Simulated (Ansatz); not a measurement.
# LiF: response to strain

LiF is deformed so: equal xy, yz and zx engineering shear strains of +2 %. What stress and forces result, by LAPW, PAW and all-electron datasets made for the crystal?

Method: DFT PBE, scalar-relativistic, in Ansatz 0.2.0.

## 1. Starting point

Symmetry: Fm-3m, No. 225, cubic system. Conventional cell: a = 4.028 Å, b = 4.028 Å, c = 4.028 Å, α = 90.00°, β = 90.00°, γ = 90.00°. Li (site symmetry m-3m) has 6 F at 2.01 Å as nearest neighbours. F (site symmetry m-3m) has 6 Li at 2.01 Å as nearest neighbours.

Coordinates:

```
Li F
1.0
     0.00000    2.01400    2.01400
     2.01400    0.00000    2.01400
     2.01400    2.01400    0.00000
Li F
1 1
Direct
  0.00000 0.00000 0.00000
  0.50000 0.50000 0.50000
```

Atoms are numbered in the order of the input: Li1, F2.

## 2. After the deformation

Space group Fm-3m before, R-3m after.

## 3. LAPW, all electrons

File input.yaml:

```yaml
crystal:
  lattice:
    - [0.04028, 2.03414, 2.03414]
    - [2.03414, 0.04028, 2.03414]
    - [2.03414, 2.03414, 0.04028]
  atoms:
    - { symbol: Li, position: [0.0, 0.0, 0.0] }
    - { symbol: F, position: [0.5, 0.5, 0.5] }
kpoints:
  mp_grid: { grid: [10, 10, 10] }
  band_path:
    path:
      - [0.0, 0.0, 0.0]
      - [0.5, 0.5, 0.5]
      - [0.2451701269, 0.5, 0.7548298731]
      - [-0.2451701269, 0.2451701269, 0.5]
      - [0.0, 0.0, 0.5]
      - [0.0, 0.0, 0.0]
      - [-0.3725850634, 0.0, 0.3725850634]
      - [0.0, 0.3725850634, 0.6274149366]
      - [0.0, 0.5, 0.5]
    npoints: 5
scf:
  occupations: { method: fermi_dirac, width: 0.03 }
hamiltonian:
  xc: pbe
  pseudopotentials: { kind: all_electron, lapw: { basis_error: 0.001 } }
output:
  forces: true
  stress: true
  eigenvalues: true
```

Run with:

```console
$ ansatz run input.yaml --threads 1 --pin off --max-ram 3072MiB --backend cpu --events-out ev --progress --plain --runs-dir out
```

## 4. Frozen-core PAW

File input.yaml:

```yaml
crystal:
  lattice:
    - [0.04028, 2.03414, 2.03414]
    - [2.03414, 0.04028, 2.03414]
    - [2.03414, 2.03414, 0.04028]
  atoms:
    - { symbol: Li, position: [0.0, 0.0, 0.0] }
    - { symbol: F, position: [0.5, 0.5, 0.5] }
kpoints:
  mp_grid: { grid: [10, 10, 10] }
scf:
  occupations: { method: fermi_dirac, width: 0.03 }
hamiltonian:
  xc: pbe
  pseudopotentials: { kind: paw }
output:
  forces: true
  stress: true
  eigenvalues: true
  efg: { contact_densities: true }
```

## 5. All-electron PAW on datasets made for the crystal

input.yaml, as its differences from that of step 4:

```diff
@@ -14,3 +14,3 @@
   xc: pbe
-  pseudopotentials: { kind: paw }
+  pseudopotentials: { kind: all_electron, datasets: crystal }
 output:
```

(Steps that only read results are left out.)

Before running it: what results should come out? Wanted: pressure; largest shear or deviatoric stress.

As calculated:

| quantity | value |
| --- | --- |
| pressure | LAPW 2.05, PAW 2.15, crystal datasets 2.04 GPa |
| largest shear or deviatoric stress (LAPW) | 1.30 GPa |

**Reading.** The largest part of the stress beyond the pressure is 1.30 GPa in size; the atoms are carried along and not relaxed. No run of the undeformed cell stands beside it, so the pressure holds what the given cell had before the change. PAW: stress within 0.10 GPa of LAPW. Crystal datasets: stress within 0.01 GPa of LAPW.
